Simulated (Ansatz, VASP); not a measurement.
## ZnO (zincite) in two plane-wave programs

Aim: how closely do two programs agree when they are given the same cell, functional and k mesh? The cell is taken from a series of VASP runs on this material, whose earlier steps may have relaxed, scaled or displaced it; both programs get it as it stands.

Program: Ansatz 0.2.0. Level of theory: plane waves, with VASP 6.6.1 beside it; relaxation of cell and atoms at r2SCAN with rVV10 and relaxation of cell and atoms at HSE06. Results are calculated unless marked as measured.

## 1. The starting structure

It takes space group P6_3mc (No. 186, hexagonal). The conventional cell has a = 3.234 Å, b = 3.234 Å, c = 5.206 Å, α = 90.00°, β = 90.00°, γ = 120.00°. Nearest to Zn lie 4 O at 1.97 to 1.98 Å. O has 4 Zn at 1.97 to 1.98 Å nearest. Farther neighbours and most contacts between anions are not listed.

Coordinates:

```cif
data_structure
_symmetry_space_group_name_H-M 'P 1'
_symmetry_Int_Tables_number 1
_cell_length_a 3.2342
_cell_length_b 3.2342
_cell_length_c 5.2058
_cell_angle_alpha 90.000
_cell_angle_beta 90.000
_cell_angle_gamma 120.000
_cell_volume 47.16
loop_
_atom_site_label
_atom_site_type_symbol
_atom_site_fract_x
_atom_site_fract_y
_atom_site_fract_z
_atom_site_occupancy
Zn1 Zn 0.66667 0.33333 0.99944 1
Zn2 Zn 0.33333 0.66667 0.49944 1
O3 O 0.33333 0.66667 0.87957 1
O4 O 0.66667 0.33333 0.37957 1
```

## 2. VASP: relaxation of cell and atoms, r2SCAN with rVV10

The relaxed volume is the usual yardstick between codes: its relative difference is about their pressure difference at one cell divided by the bulk modulus.

Lines of VASP's logs that name or quote its potential files are left out, and so is its time.

The input, INCAR:

```
SYSTEM = ZnO
PREC = Accurate
ENCUT = 520
EDIFF = 1E-06
NELM = 100
ISMEAR = 0
SIGMA = 0.03
LREAL = .FALSE.
ALGO = Normal
METAGGA = R2SCAN
LUSE_VDW = .TRUE.
IVDW_NL = 2
BPARAM = 11.95
CPARAM = 0.0093
LASPH = .TRUE.
NBANDS = 24
LORBIT = 11
LWAVE = .FALSE.
LCHARG = .FALSE.
KPAR = 8
IBRION = 2
NSW = 50
ISIF = 3
EDIFFG = -0.006
```

The input, POSCAR:

```
ZnO
1.0
    3.2342288829      0.0000000000      0.0000000000
   -1.6171144415      2.8009243743      0.0000000000
    0.0000000000      0.0000000000      5.2057843145
Zn O
2 2
Direct
    0.6666666667      0.3333333333      0.9994430577
    0.3333333333      0.6666666667      0.4994430577
    0.3333333333      0.6666666667      0.8795669423
    0.6666666667      0.3333333333      0.3795669423
```

The input, KPOINTS:

```
Automatic mesh
0
Gamma
8 8 4
0 0 0
```

The projector-augmented-wave data sets are Zn and O (PBE family, release 64).

Run with:

```bash
$ mpirun -np 8 vasp_std
```

Numbers of over 12 decimals in the logs are rounded to 6 here.

Output:

```text
[banner, memory and clock lines left out]
running    8 mpi-ranks, on    1 nodes
 distrk:  each k-point on    1 cores,    8 groups
 distr:  one band on    1 cores,    1 groups

 POSCAR found type information on POSCAR ZnO
 POSCAR found :  2 types and       4 ions
|                                                                             |
|           W    W    AA    RRRRR   N    N  II  N    N   GGGG   !!!           |
|           W    W   A  A   R    R  NN   N  II  NN   N  G    G  !!!           |
|           W    W  A    A  R    R  N N  N  II  N N  N  G       !!!           |
|           W WW W  AAAAAA  RRRRR   N  N N  II  N  N N  G  GGG   !            |
|           WW  WW  A    A  R   R   N   NN  II  N   NN  G    G                |
|           W    W  A    A  R    R  N    N  II  N    N   GGGG   !!!           |
|                                                                             |
|     For optimal performance we recommend to set                             |
|       NCORE = 2 up to number-of-cores-per-socket                            |
|     NCORE specifies how many cores store one orbital (NPAR=cpu/NCORE).      |
|     This setting can greatly improve the performance of VASP for DFT.       |
|     The default, NCORE=1 might be grossly inefficient on modern             |
|     multi-core architectures or massively parallel machines. Do your        |
|     Unfortunately you need to use the default for GW and RPA                |
|     calculations (for HF NCORE is supported but not extensively tested      |
|     yet).                                                                   |
|                                                                             |

|                                                                             |
|               ----> ADVICE to this user running VASP <----                  |
|                                                                             |
|     You have switched on vdW-DFT.                                           |
|     This routine was written and supplied by Jiri Klimes. We recommend      |
|     that you carefully read and cite the following publications:            |
|       J. Klimes, D.R. Bowler, A. Michelides                                 |
|          J. Phys.: Cond Matt. 22 022201 (2010)                              |
|       J. Klimes, D.R. Bowler, A. Michelides                                 |
|          Phys. Rev. B. 83, 195131 (2011)                                    |
|     and references therein.                                                 |
|                                                                             |

|                                                                             |
|               ----> ADVICE to this user running VASP <----                  |
|                                                                             |
|     You enforced a specific xc type in the INCAR file but a different       |
|     [... a line on the potential file left out ...]
|     I HOPE YOU KNOW WHAT YOU ARE DOING!                                     |
|                                                                             |

 LDA part: xc-table for (None), standard interpolation
 POSCAR, INCAR and KPOINTS ok, starting setup
 FFT: planning ... GRIDC
 FFT: planning ... GRID_SOFT
 FFT: planning ... GRID
 WAVECAR not read
 entering main loop
       N       E                     dE             d eps       ncg     rms          rms(c)
Total rVV10 correction in eV:      0.9958161    37.3237487
Total rVV10 correction in eV:      0.9958161    37.3237487
Total rVV10 correction in eV:      0.9958161    37.3237487
Total rVV10 correction in eV:      0.9958161    37.3237487
Total rVV10 correction in eV:      0.9958161    37.3237487
Total rVV10 correction in eV:      0.9958161    37.3237487
Total rVV10 correction in eV:      0.9958161    37.3237487
Total rVV10 correction in eV:      0.9958161    37.3237487
DAV:   1     0.264426441603E+03    0.26443E+03   -0.19006E+04  1472   0.225E+03
DAV:   2    -0.165796302771E+02   -0.28101E+03   -0.26678E+03  1528   0.433E+02
DAV:   3    -0.450363557180E+02   -0.28457E+02   -0.28222E+02  1696   0.144E+02
DAV:   4    -0.454730303569E+02   -0.43667E+00   -0.43655E+00  1584   0.189E+01
DAV:   5    -0.454754245920E+02   -0.23942E-02   -0.23942E-02  1704   0.136E+00    0.144E+01
Total rVV10 correction in eV:      1.0361141    37.3237503
Total rVV10 correction in eV:      1.0361141    37.3237503
[...]
DAV:   8    -0.352836602274E+02   -0.12371E-01   -0.58046E-01  2192   0.944E+00    0.285E+00
Total rVV10 correction in eV:      1.0643756    37.3237502
Total rVV10 correction in eV:      1.0643756    37.3237502
Total rVV10 correction in eV:      1.0643756    37.3237502
Total rVV10 correction in eV:      1.0643756    37.3237502
Total rVV10 correction in eV:      1.0643756    37.3237502
Total rVV10 correction in eV:      1.0643756    37.3237502
Total rVV10 correction in eV:      1.0643756    37.3237502
Total rVV10 correction in eV:      1.0643756    37.3237502
DAV:   9    -0.352529693820E+02    0.30691E-01   -0.12758E-01  1568   0.351E+00    0.525E-01
Total rVV10 correction in eV:      1.0653750    37.3237502
Total rVV10 correction in eV:      1.0653750    37.3237502
Total rVV10 correction in eV:      1.0653750    37.3237502
[...]
DAV:  14    -0.352500640055E+02   -0.10529E-05   -0.11196E-05  1680   0.314E-02    0.132E-02
Total rVV10 correction in eV:      1.0653968    37.3237502
Total rVV10 correction in eV:      1.0653968    37.3237502
Total rVV10 correction in eV:      1.0653968    37.3237502
Total rVV10 correction in eV:      1.0653968    37.3237502
Total rVV10 correction in eV:      1.0653968    37.3237502
Total rVV10 correction in eV:      1.0653968    37.3237502
Total rVV10 correction in eV:      1.0653968    37.3237502
Total rVV10 correction in eV:      1.0653968    37.3237502
DAV:  15    -0.352500657115E+02   -0.17060E-05   -0.60729E-06  1504   0.214E-02    0.361E-03
Total rVV10 correction in eV:      1.0654011    37.3237502
Total rVV10 correction in eV:      1.0654011    37.3237502
Total rVV10 correction in eV:      1.0654011    37.3237502
Total rVV10 correction in eV:      1.0654011    37.3237502
Total rVV10 correction in eV:      1.0654011    37.3237502
Total rVV10 correction in eV:      1.0654011    37.3237502
Total rVV10 correction in eV:      1.0654011    37.3237502
Total rVV10 correction in eV:      1.0654011    37.3237502
DAV:  16    -0.352500649686E+02    0.74291E-06   -0.65676E-07   848   0.117E-02
Total rVV10 correction in eV:      1.0653929    37.3237502
Total rVV10 correction in eV:      1.0653929    37.3237502
Total rVV10 correction in eV:      1.0653929    37.3237502
Total rVV10 correction in eV:      1.0653929    37.3237502
Total rVV10 correction in eV:      1.0653929    37.3237502
Total rVV10 correction in eV:      1.0653929    37.3237502
Total rVV10 correction in eV:      1.0653929    37.3237502
Total rVV10 correction in eV:      1.0653929    37.3237502
Total rVV10 correction in eV:      1.0654012    37.3237502
Total rVV10 correction in eV:      1.0654012    37.3237502
Total rVV10 correction in eV:      1.0654012    37.3237502
Total rVV10 correction in eV:      1.0654012    37.3237502
Total rVV10 correction in eV:      1.0654012    37.3237502
Total rVV10 correction in eV:      1.0654012    37.3237502
Total rVV10 correction in eV:      1.0654012    37.3237502
Total rVV10 correction in eV:      1.0654012    37.3237502
   1 F= -.35250065E+02 E0= -.35250065E+02  d E =-.352501E+02
 curvature:   0.00 expect dE= 0.000E+00 dE for cont linesearch  0.000E+00
 trial: gam= 0.00000 g(F)=  0.133E-05 g(S)=  0.160E-04 ort = 0.000E+00 (trialstep = 0.100E+01)
 search vector abs. value=  0.173E-04
 bond charge predicted
       N       E                     dE             d eps       ncg     rms          rms(c)
Total rVV10 correction in eV:      1.0654268    37.3237502
Total rVV10 correction in eV:      1.0654268    37.3237502
Total rVV10 correction in eV:      1.0654268    37.3237502
Total rVV10 correction in eV:      1.0654268    37.3237502
Total rVV10 correction in eV:      1.0654268    37.3237502
Total rVV10 correction in eV:      1.0654268    37.3237502
Total rVV10 correction in eV:      1.0654268    37.3237502
Total rVV10 correction in eV:      1.0654268    37.3237502
DAV:   1    -0.352502349123E+02   -0.16920E-03   -0.29075E-03  1704   0.946E-01    0.972E-02
Total rVV10 correction in eV:      1.0651381    37.3237501
Total rVV10 correction in eV:      1.0651381    37.3237501
Total rVV10 correction in eV:      1.0651381    37.3237501
Total rVV10 correction in eV:      1.0651381    37.3237501
Total rVV10 correction in eV:      1.0651381    37.3237501
Total rVV10 correction in eV:      1.0651381    37.3237501
Total rVV10 correction in eV:      1.0651381    37.3237501
Total rVV10 correction in eV:      1.0651381    37.3237501
DAV:   2    -0.352501298864E+02    0.10503E-03   -0.58083E-04  1800   0.478E-01    0.383E-02
Total rVV10 correction in eV:      1.0651371    37.3237501
Total rVV10 correction in eV:      1.0651371    37.3237501
Total rVV10 correction in eV:      1.0651371    37.3237501
Total rVV10 correction in eV:      1.0651371    37.3237501
Total rVV10 correction in eV:      1.0651371    37.3237501
Total rVV10 correction in eV:      1.0651371    37.3237501
Total rVV10 correction in eV:      1.0651371    37.3237501
Total rVV10 correction in eV:      1.0651371    37.3237501
DAV:   3    -0.352501064110E+02    0.23475E-04   -0.11921E-05  1992   0.901E-02    0.215E-02
Total rVV10 correction in eV:      1.0651491    37.3237501
Total rVV10 correction in eV:      1.0651491    37.3237501
Total rVV10 correction in eV:      1.0651491    37.3237501
Total rVV10 correction in eV:      1.0651491    37.3237501
Total rVV10 correction in eV:      1.0651491    37.3237501
Total rVV10 correction in eV:      1.0651491    37.3237501
Total rVV10 correction in eV:      1.0651491    37.3237501
Total rVV10 correction in eV:      1.0651491    37.3237501
DAV:   4    -0.352500888302E+02    0.17581E-04   -0.69311E-06  2112   0.442E-02    0.170E-03
Total rVV10 correction in eV:      1.0651462    37.3237501
Total rVV10 correction in eV:      1.0651462    37.3237501
Total rVV10 correction in eV:      1.0651462    37.3237501
Total rVV10 correction in eV:      1.0651462    37.3237501
Total rVV10 correction in eV:      1.0651462    37.3237501
Total rVV10 correction in eV:      1.0651462    37.3237501
Total rVV10 correction in eV:      1.0651462    37.3237501
Total rVV10 correction in eV:      1.0651462    37.3237501
DAV:   5    -0.352500889222E+02   -0.92015E-07   -0.18741E-06  1048   0.157E-02
Total rVV10 correction in eV:      1.0651435    37.3237501
Total rVV10 correction in eV:      1.0651435    37.3237501
Total rVV10 correction in eV:      1.0651435    37.3237501
Total rVV10 correction in eV:      1.0651435    37.3237501
Total rVV10 correction in eV:      1.0651435    37.3237501
Total rVV10 correction in eV:      1.0651435    37.3237501
Total rVV10 correction in eV:      1.0651435    37.3237501
Total rVV10 correction in eV:      1.0651435    37.3237501
Total rVV10 correction in eV:      1.0651455    37.3237501
Total rVV10 correction in eV:      1.0651455    37.3237501
Total rVV10 correction in eV:      1.0651455    37.3237501
Total rVV10 correction in eV:      1.0651455    37.3237501
Total rVV10 correction in eV:      1.0651455    37.3237501
Total rVV10 correction in eV:      1.0651455    37.3237501
Total rVV10 correction in eV:      1.0651455    37.3237501
Total rVV10 correction in eV:      1.0651455    37.3237501
   2 F= -.35250089E+02 E0= -.35250089E+02  d E =-.239537E-04
 trial-energy change:   -0.000024  1 .order   -0.000005   -0.000017    0.000007
 step:   0.9490(harm=  0.7236)  dis= 0.00012  next Energy=   -35.250089 (dE=-0.241E-04)
 reached required accuracy - stopping structural energy minimisation
```

From OUTCAR (step 2):

```text
ion  position               nearest neighbor table
   1  0.667  0.333  0.999-   3 1.97   3 1.97   3 1.97   4 1.98
   2  0.333  0.667  0.499-   4 1.97   4 1.97   4 1.97   3 1.98
   3  0.333  0.667  0.880-   1 1.97   1 1.97   1 1.97   2 1.98
   4  0.667  0.333  0.380-   2 1.97   2 1.97   2 1.97   1 1.98

  LATTYP: Found a hexagonal cell.
 ALAT       =     3.2342288829
 C/A-ratio  =     1.6095905710

 Subroutine GETGRP returns: Found 12 space group operations
 (whereof  6 operations were pure point group operations)

The static configuration has the point symmetry C_3v.
 The point group associated with its full space group is C_6v.

 Found     30 irreducible k-points:

   k-points           NKPTS =     30   k-points in BZ     NKDIM =     30   number of bands    NBANDS=     24

   dimension x,y,z NGX =    24 NGY =   24 NGZ =   40
   dimension x,y,z NGXF=    48 NGYF=   48 NGZF=   80

   ENCUT  =  520.0 eV  38.22 Ry    6.18 a.u.   6.01  6.01  9.68*2*pi/ulx,y,z

   NELECT =      36.0000    total number of electrons

 k-points in reciprocal lattice and weights: Automatic mesh
   0.00000000  0.00000000  0.00000000       0.004
   0.12500000  0.00000000  0.00000000       0.023
   0.25000000  0.00000000  0.00000000       0.023
   0.37500000  0.00000000  0.00000000       0.023
   0.50000000  0.00000000  0.00000000       0.012
   0.12500000  0.12500000  0.00000000       0.023
   0.25000000  0.12500000  0.00000000       0.047
   0.37500000  0.12500000  0.00000000       0.047
   0.25000000  0.25000000  0.00000000       0.023
[...]
0.25000000  0.25000000  0.50000000       0.023
   0.37500000  0.25000000  0.50000000       0.023

 average (electrostatic) potential at core
       1 -41.2483       2 -41.2483       3 -76.8567       4 -76.8567

 E-fermi :   1.0724

 k-point     1 :       0.0000    0.0000    0.0000
  band No.  band energies     occupation
    ...
     14       0.1090      2.00000
     15       0.1090      2.00000
     16       0.8279      2.00000
     17       0.9273      2.00000
     18       0.9274      2.00000
     19       2.1079      0.00000
     20       6.7645      0.00000
     21       9.7108      0.00000
     22      14.6276      0.00000
     23      14.6278      0.00000
    ...

 k-point     2 :       0.1250    0.0000    0.0000
  band No.  band energies     occupation
    ...
     14      -0.4411      2.00000
     15      -0.1034      2.00000
     16       0.1703      2.00000
     17       0.7210      2.00000
     18       0.8116      2.00000
     19       3.0817      0.00000
     20       7.4076      0.00000
     21       9.6836      0.00000
     22      13.1083      0.00000
     23      14.8024      0.00000
    ...

 k-point     3 :       0.2500    0.0000    0.0000
  band No.  band energies     occupation
    ...
     14      -1.6013      2.00000
     15      -0.7788      2.00000
     16      -0.6187      2.00000
     17       0.3957      2.00000
     18       0.5144      2.00000
     19       4.6106      0.00000
     20       8.6469      0.00000
     21       9.5814      0.00000
     22      11.1969      0.00000
     23      13.3585      0.00000
    ...

  Total        0.0125187      0.0125187      0.0209253     -0.0000000     -0.0000000      0.0000000
  in kB        0.4255955      0.4255955      0.7113949     -0.0000000     -0.0000000      0.0000000
  external PRESSURE =       0.5208619 kB  Pullay stress =       0.0000000 kB

  energy-cutoff  :      520.00
  volume of cell :       47.13
      direct lattice vectors                 reciprocal lattice vectors
     3.233227701  0.000000000  0.000000000     0.309288455  0.178567773 -0.000000000
    -1.616613851  2.800057325  0.000000000    -0.000000000  0.357135545 -0.000000000
     0.000000000  0.000000000  5.205581878     0.000000000 -0.000000000  0.192101483

 POSITION                                       TOTAL-FORCE (eV/Angst)
 -----------------------------------------------------------------------------------
      1.61661      0.93335      5.20281         0.000000     -0.000000      0.003819
     -0.00000      1.86670      2.60002         0.000000      0.000000      0.003819
     -0.00000      1.86670      4.57853        -0.000000     -0.000000     -0.003819
      1.61661      0.93335      1.97574        -0.000000     -0.000000     -0.003819
 -----------------------------------------------------------------------------------
    total drift:                                0.000001      0.000001     -0.068702

  FREE ENERGIE OF THE ION-ELECTRON SYSTEM (eV)
  ---------------------------------------------------
  free  energy   TOTEN  =       -35.2500889222 eV

  energy  without entropy=      -35.2500889222  energy(sigma->0) =      -35.25008892

 reached required accuracy - stopping structural energy minimisation

 total charge
# of ion       s       p       d       tot
------------------------------------------
    1        0.439   0.490   9.923  10.852
    2        0.439   0.490   9.923  10.852
    3        1.552   3.486   0.000   5.039
    4        1.552   3.486   0.000   5.039
--------------------------------------------------
tot          3.983   7.952  19.846  31.781

[... 3 further parts left out ...]
```

(Part 1 of 2 ends here.)

[Lines on the potential files, build, host, timing and source positions are cut from VASP's logs without a mark.]

[Logs are printed without paths, hosts, clocks, repeated set-up lines and the standing remarks that a program may print on its own settings, such as how far it seeks lower states.]

[Hosts, paths, dates, database ids (printed as entryN), source tags and the programs' standing remarks are cut or masked in the printed files.]
